**Q:** In cubic boron nitride the filled bands span about 20 eV and the gap is about 4 eV. The highest filled level lies at GAMMA, the centre of the Brillouin zone, but the lowest empty one lies at X, on the zone boundary. Why there?

Bands of cubic BN (F-43m, a = 3.625 Å, fixed cell previously relaxed with PAW), computed with Ansatz 0.2.0 using PBEsol and scalar-relativistic frozen-core PAW datasets made for PBE, without spin polarization. The cutoff is 420 eV, the k mesh 16 × 16 × 16 and the Fermi-Dirac smearing 0.03 eV. Energies are from the valence top; bands −1 and +1 are the highest filled and lowest empty at each k-point.

| k-point | k in reciprocal vectors | band -4 (eV) | band -3 (eV) | band -2 (eV) | band -1 (eV) | band +1 (eV) | band +2 (eV) |
| --- | --- | --- | --- | --- | --- | --- | --- |
| GAMMA | 0 0 0 | -20.16 | 0.00 | 0.00 | 0.00 | 8.73 | 8.73 |
| X | -0.5 -0.5 0 | -14.56 | -8.91 | -4.90 | -4.90 | 4.28 | 9.06 |
| U | -0.375 -0.375 0.25 | -14.47 | -8.12 | -7.69 | -4.07 | 6.73 | 12.69 |
| K | -0.375 0 0.375 | -14.47 | -8.12 | -7.69 | -4.07 | 6.73 | 12.69 |
| L | 0 0 0.5 | -15.93 | -10.70 | -1.93 | -1.93 | 9.98 | 10.59 |
| W | -0.5 -0.25 0.25 | -14.25 | -7.56 | -6.99 | -6.53 | 9.41 | 13.15 |

**A:** What would you try first?

**Q:** Bonds. Neighbouring atoms mix their s and p orbitals into filled bonding and empty antibonding levels. The phase between neighbours changes with k, so perhaps the antibonding push is simply weakest at X.

**A:** We can test that without knowing any bond strength. When two orbitals mix and their overlap is neglected, one level rises as far as the other falls, so their sum stays fixed. If only nearest neighbours interact, this rule ties levels at X to levels at GAMMA. For the p orbitals at right angles to the direction of X, the filled and empty partners add up to 0 + 8.73 eV at GAMMA. At X the filled partner lies at −4.90 eV, so the empty one should lie at 8.73 + 4.90 = 13.63 eV; the calculation has it at 17.75 eV.

The remaining orbitals err the other way. The same rule puts the mean of bands +1 and +2 at X at 11.1 eV, against a computed 6.7 eV. The rule leaves their splitting open. With the computed one, the lower level would sit at 11.1 − 2.4 = 8.7 eV, level with GAMMA, and the preference for X that you wanted to explain would be lost. Overlap, more orbitals or more distant neighbours may repair this simplest bond model.

**Q:** What works better?

**A:** Start from waves. A free electron at k can have any wavevector k + G, where G is a reciprocal lattice vector, and its kinetic energy grows with the square of the wavevector's length. Waves with equally long wavevectors form a shell, and the crystal potential splits each shell into levels. Eight valence electrons fill four bands, so ask which shell holds the fifth.

Measure squared lengths in units of (2π/a)², where a is the cube edge. At X the shortest wavevectors are two of squared length 1, followed by four of squared length 2. The first two bands use up the first shell, so the gap cuts the second in half. At GAMMA there is one wavevector of length zero and then eight of squared length 3, so the fifth band starts from a higher kinetic energy. K, at 2⅛, is close to X; L and W are higher, at 2¾ and 3¼.

**Q:** Does this give energies as well?

**A:** Yes, for the centre of a shell. To first order a local potential shifts each centre by the same constant. I fitted that constant, −22.3 eV, to the lowest shell at the five distinct points; U is equivalent to K. One unit of kinetic energy is ħ²(2π/a)²/2m = 11.45 eV, where m is the electron mass, so the second shell at X should be centred at −22.3 + 2 × 11.45 = 0.6 eV. The computed centre is (−4.90 − 4.90 + 4.28 + 9.06)/4 = 0.9 eV, and this shell was not in the fit.

**Q:** That is impressively close.

**A:** Closer than the model deserves. It misses the fitted shells by about 1 eV on average and by 2 eV at GAMMA. The next shell at GAMMA is worse: its predicted centre is 12 eV, yet seven of its eight levels average 5 eV. The wave count rightly singles out X and K as the points with the lowest empty levels, but it gets the order of the other points wrong; it does not say how far from its shell's centre the fifth band lies. The printed analysis below also shows a fit with a free slope, which suits the lowest shells better but misplaces the second shell at X by 3 eV.

**Q:** Then why does X beat K?

**A:** Here the difference between boron and nitrogen enters. If both atoms were alike, as in diamond, symmetry would make bands +1 and +2 equal at X. In BN they lie at 4.28 and 9.06 eV. Their mean is already 2 eV below the empty level at GAMMA, but practically equal to band +1 at K, 6.73 eV. The downward half of the splitting, 2.4 eV, thus matches the lead of X over K. That does not prove that like atoms would leave X and K level: unlike atoms can also move the mean at X and the level at K, and the wave count by itself puts the shell's centre an eighth of a unit, 1.4 eV, lower at X than at K. The wave model also gets the size of the splitting wrong: to first order it should be twice that of the two lowest filled levels at X, or 11.3 eV, against 4.78 eV computed.

**Q:** How would I use this for a related crystal?

**A:** Count waves first, then ask whether the atoms differ. Diamond has the same count, but its two bands cross at X with a slope, so its minimum lies near X rather than at it. Gallium arsenide has its minimum at GAMMA, the point where the wave model already fails for BN.

**Q:** And can I use 4.28 eV as the gap of a real BN part?

**A:** No. Functionals of this kind usually underestimate gaps, so the real one should be clearly larger. The cell is also somewhat stretched for this functional, which shifts the levels by an amount not tested here.

Printed output of the fit:

```
fit of cen - ekin*qlow on 5 rows (once > 0): constant -22.27 +/- 0.58; rms 1.15, worst GAMMA -2.11, leave-one-out rms 1.44
  rows outside the fit (model, value, miss): U -22.27, -22.97, 0.7
fit of cen on 5 rows (once > 0): constant -20.18 +/- 0.3, coefficient of qlow 8.907 +/- 0.32; rms 0.244, worst X 0.466, leave-one-out rms 0.335
  rows outside the fit (model, value, miss): U -10.16, -10.09, -0.0619
Shell centres in eV from the valence top:
    row  lowest computed  lowest predicted  next predicted
  GAMMA           -20.16            -22.27           12.07
      X           -11.73            -10.82          0.6223
      U           -10.09            -9.393           2.053
      K           -10.09            -9.393           2.053
      L           -13.31            -13.69           9.207
      W           -8.832            -7.962           14.93
Free kinetic energy at X (eV): 11.45
Bond model, mean of the two lowest empty levels at X (eV): 11.08
Computed mean of these two levels (eV): 6.67
Bond model too high in this mean by (eV): 4.406
Bond model, twofold empty level at X (eV): 13.63
Computed twofold empty level at X (eV): 17.75
Computed centre of the next shell at X (eV): 0.885
Computed centre of the next shell at K (eV): 1.33
Free slope, predicted centre of the next shell at X (eV): -2.362
Mean of the seven known levels of the next shell at GAMMA (eV): 5.186
Eighth level needed at GAMMA for the predicted centre (eV): 60.25
Splitting of the two lowest empty levels at X (eV): 4.78
First-order splitting expected from twice that of the two lowest filled levels (eV): 11.3
Mean of the empty pair at X below the empty level at GAMMA by (eV): 2.06
Lowest empty level, K less X (eV): 2.45
Part from the shell centres (eV): 0.445
Part from the distance of the empty levels to the centre (eV): -0.385
Part from half the splitting at X (eV): 2.39
```
